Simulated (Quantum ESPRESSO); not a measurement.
## Cost and result for the electronic dielectric constant of MgO

The structure is cubic, space group Fm-3m (No. 225). Conventional cell: a = 4.194 Å, b = 4.194 Å, c = 4.194 Å, α = 90.00°, β = 90.00°, γ = 90.00°. Mg (site symmetry m-3m) is surrounded by 6 O at 2.10 Å. O (site symmetry m-3m) is surrounded by 6 Mg at 2.10 Å.

```csv
rung,level,program and potentials,cutoff (eV),k mesh,task,core time,chip,electronic dielectric constant,miss,notes
GGA,PBE,"Quantum ESPRESSO, GBRV 1.5 PBE",612,"6 × 6 × 6, shifted",phonons,88 s,Arm Neoverse V1,3.19,+8.1 %,-
GGA,WC,"Quantum ESPRESSO, GBRV 1.5 PBE",612,"6 × 6 × 6, shifted",phonons,2 min,Intel Xeon Platinum 8375C Ice Lake,3.25,+10.2 %,potentials made for PBE; cell relaxed first (9.40 Å³/atom)
GGA,revPBE,"Quantum ESPRESSO, GBRV 1.5 PBE",612,"6 × 6 × 6, shifted",phonons,2.2 min,Intel Xeon Platinum 8375C Ice Lake,3.23,+9.5 %,potentials made for PBE; cell relaxed first (9.85 Å³/atom)
GGA,PBEsol,"Quantum ESPRESSO, PseudoDojo 0.4.1 SR PBEsol standard",1143,"8 × 8 × 8, shifted",dielectric tensor,3.1 min,Arm Neoverse V1,(a),?,-
LDA,LDA,"Quantum ESPRESSO, PseudoDojo 0.4.1 SR LDA standard",1143,"8 × 8 × 8, shifted",dielectric tensor,3.1 min,Arm Neoverse V1,3.20,+8.5 %,-
GGA,PBE,"Quantum ESPRESSO, SPMS 1.0 PBE",1197,"6 × 6 × 6, shifted",phonons,3.6 min,Arm Neoverse V1,3.20,+8.5 %,-
GGA,PBEsol,"Quantum ESPRESSO, GBRV 1.5 PBEsol",612,"6 × 6 × 6, shifted",phonons and Raman activities,8.1 min,Arm Neoverse V1,3.25,+10.2 %,cell relaxed first (9.36 Å³/atom)
LDA,LDA,"Quantum ESPRESSO, GBRV 1.5 LDA",612,"6 × 6 × 6, shifted",phonons and Raman activities,8.4 min,Arm Neoverse V1,3.19,+8.1 %,cell relaxed first (9.01 Å³/atom)
```

Times are single runs on shared hosts and different chips, so they are rough; meshes, cutoffs and the tasks' sizes weigh on the time. All rows: no spin polarisation. Meshes differ between rows, which moves values too. All levels ran on this one cell, unrelaxed unless noted. Meshes are those of the run's cell of 2 atoms unless a note names another. Misses use the values as printed. Runs on faulty files, with rough fits or with known faults for this quantity aren't shown. No row holds spin-orbit coupling.

Measured: 2.95 at 295 K (arxiv:0704.2267). The runs are for a static lattice.

Estimate the value left out from the other rows.

(a) 3.22, miss +9.2 %.
